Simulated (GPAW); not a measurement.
The system is Rh.

```
Rh
1.0
     0.00000    1.89785    1.89785
     1.89785    0.00000    1.89785
     1.89785    1.89785    0.00000
Rh
1
Direct
  0.00000 0.00000 0.00000
```

Program: GPAW 26.7.0. Alike in all runs: cell as given; cutoff (eV) 600.

Question: Order these runs on this cell by their pressure, lowest first.
A. level revPBE; potentials or basis the program's PAW data sets (release 1.2.1) made for this functional, pw; spin off; k mesh 12 × 12 × 12; smearing fermi-dirac 0.05 eV; band path GXWKGLUWLK,UX; band points 60
B. level BLYP; potentials or basis PAW data sets generated in the run's folder for this functional, pw; spin off; k mesh 12 × 12 × 12; smearing fermi-dirac 0.05 eV; eigensolver davidson; band path GXWKGLUWLK,UX; band points 80
C. level PBE; potentials or basis GPAW PAW data sets (gpaw-data 1.2.1), pw; spin off; k mesh 12 × 12 × 12; smearing gaussian 0.027 eV
D. level PBEsol; potentials or basis PAW data sets generated in the run's folder for this functional, pw; spin SOC, no magnetisation; k mesh 9 × 9 × 9; smearing fermi-dirac 0.05 eV; band path GXWKGLUWLK,UX; band points 100; spin axis theta (degrees) 90; spin axis phi (degrees) 45
E. level LDA; potentials or basis the program's PAW data sets (release 1.2.1) made for this functional, pw; spin off; k mesh 12 × 12 × 12; smearing fermi-dirac 0.05 eV; band path GXWKGLUWLK,UX; band points 100

Answer: E (-8.4 GPa), D (-1.2 GPa), C (9.2 GPa), A (13.1 GPa), B (22.1 GPa).

Caveats: so large a pressure means that the cell lies far from this level's equilibrium, or that cutoff or potentials fall short (some runs); spin-orbit coupling was added after a scalar SCF, so levels and gaps hold it while energy, forces, pressure and moments don't (some runs).
